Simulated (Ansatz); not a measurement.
Runs of Ansatz 0.2.0 on TiSi2. It takes space group Immm (No. 71, orthorhombic). Conventional cell: a = 2.946 Å, b = 3.424 Å, c = 8.424 Å, α = 90.00°, β = 90.00°, γ = 90.00°. Ti (site symmetry mmm) is surrounded by 10 Si at 2.67 to 2.78 Å and 2 Ti at 2.95 Å. Si (site symmetry mm2) has 7 Si at 2.63 to 2.95 Å and 5 Ti at 2.67 to 2.78 Å as nearest neighbours. The cell comes from a database or a generator and needn't be the stable form of this composition.

| task | level | U | cell | k mesh | cutoff (eV) | hubbard projectors | double counting | points for each segment of the path | gap on the mesh (eV) | pressure (GPa) | V0 of scaled cells (Å³/atom) | relaxed volume (Å³/atom) | B0 (GPa) | largest force (eV/Å) |
| --- | --- | --- | --- | --- | --- | --- | --- | --- | --- | --- | --- | --- | --- | --- |
| density of states | PBEsol | - | as given | 10 × 10 × 10 | 420 | - | - | - | none | -3.7 | - | - | - | 0.11 |
| relaxation of cell and atoms | r2SCAN | - | relaxed | 12 × 12 × 12 | 500 | - | - | - | none | 0.0 | - | 13.93 | - | - |
| relaxation of cell and atoms | BLYP | - | relaxed | 12 × 12 × 12 | 420 | - | - | - | none | 0.0 | - | (b) | - | - |
| relaxation of cell and atoms | PBEsol+U | Ti d U = 6 eV | relaxed | 12 × 12 × 12 | 420 | ortho-atomic (the default) | fll (the default) | - | none | 0.0 | - | 15.08 | - | - |
| single point | PBE0 | - | as given | 8 × 8 × 8 | 420 | - | - | - | none | - | - | - | - | 0.03 |
| equation of state | LDA | - | as given | 12 × 12 × 12 | 420 | - | - | - | - | - | 13.51 | - | 155 | - |
| equation of state | PBEsol | - | as given | 12 × 12 × 12 | 420 | - | - | - | - | - | 13.80 | - | 149 | - |
| band structure | r2SCAN | - | as given | 12 × 12 × 12 | 500 | - | - | 14 | none | -2.4 | - | - | - | 0.04 |
| equation of state | r2SCAN | - | as given | 12 × 12 × 12 | 500 | - | - | - | - | - | 13.93 | - | (a) | - |
| relaxation of cell and atoms | PBEsol+U | Ti d U = 3 eV | relaxed | 12 × 12 × 12 | 420 | ortho-atomic (the default) | fll (the default) | - | none | 0.0 | - | 14.03 | - | - |
| relaxation of cell and atoms | LDA | - | relaxed | 12 × 12 × 12 | 420 | - | - | - | none | 0.0 | - | (c) | - | - |
| relaxation of cell and atoms | PBEsol | - | relaxed | 12 × 12 × 12 | 420 | - | - | - | none | 0.0 | - | 13.81 | - | - |

Alike in all rows: potentials or basis Ansatz PAW; no spin polarisation; smearing fermi-dirac 0.05 eV.

Question: Estimate the missing entries.

Answer: (a) 147; (b) 15.02; (c) 13.52.

Caveats: the PAW data sets come from PBE, with cores solved anew for the run's functional, which leaves a small shift of forces and pressure; the plane-wave basis is chosen anew once the cell has moved, so the energies of steps on either side of that aren't comparable (some runs); the cell was scaled at fixed shape and fractional positions, which overstates the stiffness of a crystal with free parameters, most of all of layers and chains (some runs); U without spin polarisation on a metal has little footing (some runs); the U is typed as a test and isn't derived for this compound (some runs); the potentials were made for another functional, which shifts forces and pressure (some runs).

A k mesh can miss the band edges.

A gap of «none» marks a metal or a gap under the smearing width.

Not every run made on this cell is shown here.
